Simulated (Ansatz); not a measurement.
# NaI: energy and pressure over a range of volumes

How stiff is NaI, and at what volume does the pressure vanish? The cell is scaled evenly, atoms carried along, and solved with LAPW, PAW and all-electron datasets made for the crystal.

Method: DFT PBE, scalar-relativistic, in Ansatz 0.2.0.

### 1 The system as given

It takes space group Fm-3m (No. 225, cubic). The conventional cell has a = 6.473 Å, b = 6.473 Å, c = 6.473 Å, α = 90.00°, β = 90.00°, γ = 90.00°. Na (site symmetry m-3m) has 6 I at 3.24 Å as nearest neighbours. Around I (site symmetry m-3m) lie 6 Na at 3.24 Å.

As a file:

```cif
data_structure
_symmetry_space_group_name_H-M 'P 1'
_symmetry_Int_Tables_number 1
_cell_length_a 4.5770
_cell_length_b 4.5770
_cell_length_c 4.5770
_cell_angle_alpha 60.000
_cell_angle_beta 60.000
_cell_angle_gamma 60.000
_cell_volume 67.80
loop_
_atom_site_label
_atom_site_type_symbol
_atom_site_fract_x
_atom_site_fract_y
_atom_site_fract_z
_atom_site_occupancy
Na1 Na 0.00000 0.00000 0.00000 1
I1 I 0.50000 0.50000 0.50000 1
```

The cell is a deposited one (Crystallography Open Database entry 9008681); the temperature and pressure of the measurement aren't taken into account, and nothing was relaxed.

Atoms are numbered in the order of the input: Na1, I2.

### 2 Volume × 0.9405, LAPW

File input.yaml:

```yaml
crystal:
  lattice:
    - [0.0, 3.1708944983, 3.1708944983]
    - [3.1708944983, 0.0, 3.1708944983]
    - [3.1708944983, 3.1708944983, 0.0]
  atoms:
    - { symbol: Na, position: [0.0, 0.0, 0.0] }
    - { symbol: I, position: [0.5, 0.5, 0.5] }
kpoints:
  mp_grid: { grid: [8, 8, 8] }
scf:
  occupations: { method: fermi_dirac, width: 0.02 }
hamiltonian:
  xc: pbe
  pseudopotentials: { kind: all_electron, lapw: { basis_error: 0.001 } }
output:
  forces: true
  stress: true
  eigenvalues: true
```

### 3 Volume × 0.9405, PAW

input.yaml, as its differences from that of step 2:

```diff
@@ -14,3 +14,3 @@
   xc: pbe
-  pseudopotentials: { kind: all_electron, lapw: { basis_error: 0.001 } }
+  pseudopotentials: { kind: paw }
 output:
@@ -19 +19,2 @@
   eigenvalues: true
+  efg: { contact_densities: true }
```

### 4 Volume × 0.9405, crystal datasets

input.yaml, as its differences from that of step 3:

```diff
@@ -14,3 +14,3 @@
   xc: pbe
-  pseudopotentials: { kind: paw }
+  pseudopotentials: { kind: all_electron, datasets: crystal }
 output:
```

### 5 Volume × 0.98, LAPW

File input.yaml:

```yaml
crystal:
  lattice:
    - [0.0, 3.2146785402, 3.2146785402]
    - [3.2146785402, 0.0, 3.2146785402]
    - [3.2146785402, 3.2146785402, 0.0]
  atoms:
    - { symbol: Na, position: [0.0, 0.0, 0.0] }
    - { symbol: I, position: [0.5, 0.5, 0.5] }
kpoints:
  mp_grid: { grid: [8, 8, 8] }
scf:
  occupations: { method: fermi_dirac, width: 0.02 }
hamiltonian:
  xc: pbe
  pseudopotentials: { kind: all_electron, lapw: { basis_error: 0.001 } }
output:
  forces: true
  stress: true
  eigenvalues: true
```

### 6 Volume × 0.98, PAW

input.yaml, as its differences from that of step 5:

```diff
@@ -14,3 +14,3 @@
   xc: pbe
-  pseudopotentials: { kind: all_electron, lapw: { basis_error: 0.001 } }
+  pseudopotentials: { kind: paw }
 output:
@@ -19 +19,2 @@
   eigenvalues: true
+  efg: { contact_densities: true }
```

### 7 Volume × 1.02, LAPW

File input.yaml:

```yaml
crystal:
  lattice:
    - [0.0, 3.2578337372, 3.2578337372]
    - [3.2578337372, 0.0, 3.2578337372]
    - [3.2578337372, 3.2578337372, 0.0]
  atoms:
    - { symbol: Na, position: [0.0, 0.0, 0.0] }
    - { symbol: I, position: [0.5, 0.5, 0.5] }
kpoints:
  mp_grid: { grid: [8, 8, 8] }
scf:
  occupations: { method: fermi_dirac, width: 0.02 }
hamiltonian:
  xc: pbe
  pseudopotentials: { kind: all_electron, lapw: { basis_error: 0.001 } }
output:
  forces: true
  stress: true
  eigenvalues: true
```

### 8 Volume × 1.02, PAW

input.yaml, as its differences from that of step 7:

```diff
@@ -14,3 +14,3 @@
   xc: pbe
-  pseudopotentials: { kind: all_electron, lapw: { basis_error: 0.001 } }
+  pseudopotentials: { kind: paw }
 output:
@@ -19 +19,2 @@
   eigenvalues: true
+  efg: { contact_densities: true }
```

### 9 Volume × 1.06, LAPW

File input.yaml:

```yaml
crystal:
  lattice:
    - [0.0, 3.2998749385, 3.2998749385]
    - [3.2998749385, 0.0, 3.2998749385]
    - [3.2998749385, 3.2998749385, 0.0]
  atoms:
    - { symbol: Na, position: [0.0, 0.0, 0.0] }
    - { symbol: I, position: [0.5, 0.5, 0.5] }
kpoints:
  mp_grid: { grid: [8, 8, 8] }
scf:
  occupations: { method: fermi_dirac, width: 0.02 }
hamiltonian:
  xc: pbe
  pseudopotentials: { kind: all_electron, lapw: { basis_error: 0.001 } }
output:
  forces: true
  stress: true
  eigenvalues: true
```

### 10 Volume × 1.06, PAW

input.yaml, as its differences from that of step 9:

```diff
@@ -14,3 +14,3 @@
   xc: pbe
-  pseudopotentials: { kind: all_electron, lapw: { basis_error: 0.001 } }
+  pseudopotentials: { kind: paw }
 output:
@@ -19 +19,2 @@
   eigenvalues: true
+  efg: { contact_densities: true }
```

### 11 Volume × 1.06, crystal datasets

input.yaml, as its differences from that of step 10:

```diff
@@ -14,3 +14,3 @@
   xc: pbe
-  pseudopotentials: { kind: paw }
+  pseudopotentials: { kind: all_electron, datasets: crystal }
 output:
```

(Steps that only read results are left out.)

**Question.** What will these runs give? Wanted: equilibrium volume; bulk modulus (for each run or level that gives them).

**Answer**, as computed:

```
                      quantity           value
     equilibrium volume (LAPW)  34.819 Å³/atom
           bulk modulus (LAPW)        15.1 GPa
its pressure derivative (LAPW)             4.7
      equilibrium volume (PAW)  34.792 Å³/atom
            bulk modulus (PAW)        15.1 GPa
 its pressure derivative (PAW)             4.7
```

What this shows: A third-order Birch-Murnaghan fit to the LAPW pressures puts zero pressure at 34.82 Å³/atom, +2.7 % from the given cell, with a bulk modulus of 15.1 GPa. PAW's volume lies -0.08 % and its modulus +0.1 % from LAPW's. The gap goes from 3.82 eV at the smallest volume to 3.50 eV at the largest. No thermal or zero-point expansion is included. Spin-orbit coupling is left out, though the cell holds I; in elements this heavy it can shift bands and gaps by tenths of an eV.

These are semilocal Kohn-Sham gaps, which aren't the measured quantity. Such gaps usually fall short of the measured ones; spin-orbit coupling, left out here, narrows gaps with I, so the two errors partly cancel.
